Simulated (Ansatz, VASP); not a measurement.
# BP in two plane-wave programs, part 2 of 2

Wanted: the spread between two codes on one cell, functional and k mesh. The cell is taken from a series of VASP runs on this material, whose earlier steps may have relaxed, scaled or displaced it; both programs get it as it stands.

VASP 6.6.1 and Ansatz 0.2.0.

So far. Step 4 (Differences): The walks stopped with 0.00 GPa left in Ansatz and 0.00 GPa in VASP; each walk ends within a tolerance, so the volume difference is uncertain by about these residues over the bulk modulus, most in soft cells.

**5. Ansatz: relaxation of cell and atoms, r2SCAN**

Level of this step: Ansatz beside VASP: Kohn-Sham DFT, plane waves, r2SCAN (Ansatz).

The relaxed volume is the usual yardstick between codes: its relative difference is about their pressure difference at one cell divided by the bulk modulus. The cell compared in this pair holds 23.27 Å³, against 22.62 Å³ for the pair before.

The cell is taken from a series of VASP runs on this material, whose earlier steps may have relaxed, scaled or displaced it; both programs get it as it stands.

input.yaml

```yaml
crystal:
  lattice:
    - [0.0, 2.2661016789, 2.2661016789]
    - [2.2661016789, 0.0, 2.2661016789]
    - [2.2661016789, 2.2661016789, 0.0]
  atoms:
    - { symbol: P, position: [0.75, 0.75, 0.75] }
    - { symbol: B, position: [0.0, 0.0, 0.0] }
hamiltonian:
  xc: r2scan
  pseudopotentials: { kind: paw }
kpoints:
  mp_grid: { grid: [8, 8, 8] }
scf:
  occupations: { method: gaussian, width: 0.03 }
relax:
  f_tol: 0.01
  max_steps: 60
  cell: { stress_tol: 0.05 }
output:
  forces: true
  stress: true
```

Launch:

```
$ ansatz run input.yaml --threads 4 --pin off --max-ram 9216MiB --backend cpu --events-out ev --progress --plain --runs-dir out
```

Numbers of over 12 decimals in the logs are rounded to 6 here.

The log of the run:

```text
[...]
Crystal: 2 atoms, lattice volume = 23.274 Å³
Basis set: ecut = 500 eV, 609 PW (Γ), exchange–correlation on 96×96×96 points (64 copies of the dense FFT grid, shifted against one another)
Bands: 8, of which v1, the nominal top of the filled ones, is band 4 counted from 1 (3 counted from 0)
Symmetry: 24 space group operations
[...]
k-points: 29 of 512 (time reversal used)
[...]
-0.000430      -0.000000       0.000000
        0.000000      -0.000430       0.000000
        0.000000       0.000000      -0.000430
  P = ⅓ Tr σ = -0.0004 GPa (-0.004 kbar)
--- Relaxed structure (3 steps of the walk, 3 accepted, 1 SCFs on fresh bases) ---
[...]
cell:  # Å, volume = 23.3427 Å³
    - [0, 2.268335, 2.268335]
    - [2.268335, 0, 2.268335]
    - [2.268335, 2.268335, 0]
  atoms:
    - { symbol: P, position: [0.75, 0.75, 0.75] }
    - { symbol: B, position: [0, 0, 0] }
[key lines of the parts left out:]
SCF converged after 5 iterations
Free energy (F): -916.685305 eV
Fermi energy:    9.969818 eV
```

The job ended after 1.4 s (4 threads of Arm Neoverse V2, shared host; peak memory 0.34 GiB).

**6. VASP: relaxation of cell and atoms, r2SCAN**

The same cell, functional, mesh and smearing now go to VASP, with its own data sets and cutoff.

INCAR

```
SYSTEM = BP
PREC = Accurate
ENCUT = 500
EDIFF = 1E-07
NELM = 100
ISMEAR = 0
SIGMA = 0.03
LREAL = .FALSE.
ALGO = Normal
METAGGA = R2SCAN
LASPH = .TRUE.
NBANDS = 10
LORBIT = 11
LWAVE = .FALSE.
LCHARG = .FALSE.
KPAR = 4
IBRION = 2
NSW = 50
ISIF = 3
EDIFFG = -0.002
```

POSCAR

```
BP
1.0
    0.0000000000      2.2661016789      2.2661016789
    2.2661016789      0.0000000000      2.2661016789
    2.2661016789      2.2661016789      0.0000000000
P B
1 1
Direct
    0.7500000000      0.7500000000      0.7500000000
    0.0000000000      0.0000000000      0.0000000000
```

KPOINTS

```
Automatic mesh
0
Gamma
8 8 8
0 0 0
```

PAW data sets: P and B (PBE family, release 64).

Launch:

```
$ mpirun -np 4 vasp_std
```

The log of the run:

```text
[banner, memory and clock lines left out]
running    4 mpi-ranks, on    1 nodes
[...]
|                                                                             |
|               ----> ADVICE to this user running VASP <----                  |
|                                                                             |
|     You enforced a specific xc type in the INCAR file but a different       |
|     [... a line on the potential file left out ...]
|     I HOPE YOU KNOW WHAT YOU ARE DOING!                                     |
|                                                                             |

 LDA part: xc-table for (None), standard interpolation
 POSCAR, INCAR and KPOINTS ok, starting setup
[...]
entering main loop
       N       E                     dE             d eps       ncg     rms          rms(c)
DAV:   1     0.285102820735E+01    0.28510E+01   -0.40544E+03   580   0.722E+02
DAV:   2    -0.186629482992E+02   -0.21514E+02   -0.20669E+02   812   0.111E+02
DAV:   3    -0.191768822184E+02   -0.51393E+00   -0.51312E+00   724   0.158E+01
DAV:   4    -0.191787015263E+02   -0.18193E-02   -0.18189E-02   730   0.105E+00
[...]
DAV:  11    -0.173090040793E+02   -0.57506E-06   -0.41877E-06   780   0.157E-02    0.144E-02
DAV:  12    -0.173090049480E+02   -0.86871E-06   -0.31438E-07   642   0.423E-03    0.137E-03
DAV:  13    -0.173090049633E+02   -0.15241E-07   -0.70924E-08   336   0.140E-03
   1 F= -.17309005E+02 E0= -.17309005E+02  d E =-.173090E+02
[...]
reached required accuracy - stopping structural energy minimisation
```

OUTCAR, selected parts (step 6):

```text
  Total        0.0004347      0.0004347      0.0004347     -0.0000000     -0.0000000     -0.0000000
  in kB        0.0299247      0.0299247      0.0299247     -0.0000000     -0.0000000     -0.0000000
  external PRESSURE =       0.0299247 kB  Pullay stress =       0.0000000 kB

 POSITION                                       TOTAL-FORCE (eV/Angst)
 -----------------------------------------------------------------------------------
      3.39915      3.39915      3.39915        -0.000000     -0.000000     -0.000000
      0.00000      0.00000      0.00000         0.000000      0.000000      0.000000
 -----------------------------------------------------------------------------------
    total drift:                               -0.000000     -0.000000     -0.000000

  FREE ENERGIE OF THE ION-ELECTRON SYSTEM (eV)
  ---------------------------------------------------
  free  energy   TOTEN  =       -17.3090049633 eV

  energy  without entropy=      -17.3090049633  energy(sigma->0) =      -17.30900496

[... 2 parts as in an earlier step ...]

[... 2 further parts left out ...]
[key lines of the parts left out:]
E-fermi :   7.6207
```

**7. Side by side**

What differs besides the data sets and the points named for the pairs above, as far as they apply: VASP keeps PBE cores, Ansatz makes them for the functional. Total energies have different zeros and are not compared.

Both answers:

```tsv
quantity	Ansatz	VASP	difference
volume (Å³)	23.34	23.27	+0.30 %
edge a after relaxation, in the typed setting (Å)	3.208	3.205	+0.10 %
```

The walks stopped with 0.00 GPa left in Ansatz and 0.00 GPa in VASP; each walk ends within a tolerance, so the volume difference is uncertain by about these residues over the bulk modulus, most in soft cells.

**8. Outcome**

| Quantity | Value |
| --- | --- |
| difference in volume (relaxation of cell and atoms, LDA) | 0.062 % |
| difference in volume (relaxation of cell and atoms, r2SCAN) | 0.30 % |

What this shows: The difference in volume is 0.30 % (relaxation of cell and atoms, r2SCAN), within the 1.2 % picked in this series as the mark of a large difference, as far as the stopping tolerances let one tell. Such differences can come from data sets, numerical settings and the points named under the comparisons, not from the functional's error against experiment.

[Lines on the potential files, build, host, timing and source positions are cut from VASP's logs without a mark.]

[Logs are printed without paths, hosts, clocks, repeated set-up lines and the standing remarks that a program may print on its own settings, such as how far it seeks lower states.]

[Hosts, paths, dates, database ids (printed as entryN), source tags and the programs' standing remarks are cut or masked in the printed files.]
